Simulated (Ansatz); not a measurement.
Ru:

```
Ru
1.0
     2.70580    0.00000    0.00000
    -1.35290    2.34329    0.00000
     0.00000    0.00000    4.28190
Ru
2
Direct
  0.66667 0.33333 0.75000
  0.33333 0.66667 0.25000
```

```yaml
Program: Ansatz 0.2.0
Task: phonons
Functional: PBEsol
Potentials_or_basis: Ansatz PAW
Cutoff: "420 eV (not typed: the program's choice for these potentials)"
k_mesh: 10 × 10 × 6
Occupations: fermi-dirac, width 0.05 eV
Spin: no spin polarisation
q_mesh: 2 × 2 × 2
Path: "[[\"G\", \"M\", \"K\", \"G\", \"A\", \"L\", \"H\", \"A\"], [\"L\", \"M\"], [\"K\", \"H\"]]"
Points_for_each_segment_of_the_path: 8
```

Question: Is this structure dynamically stable at this level, and how far does the spectrum reach?

Answer: Yes, as far as this q mesh shows: no mode on the path is imaginary. The highest frequency is 235 cm⁻¹.

A q mesh this small can miss soft modes between its points.

Caveat: the q mesh is small, so phonon branches between its points and thermal values are rough.
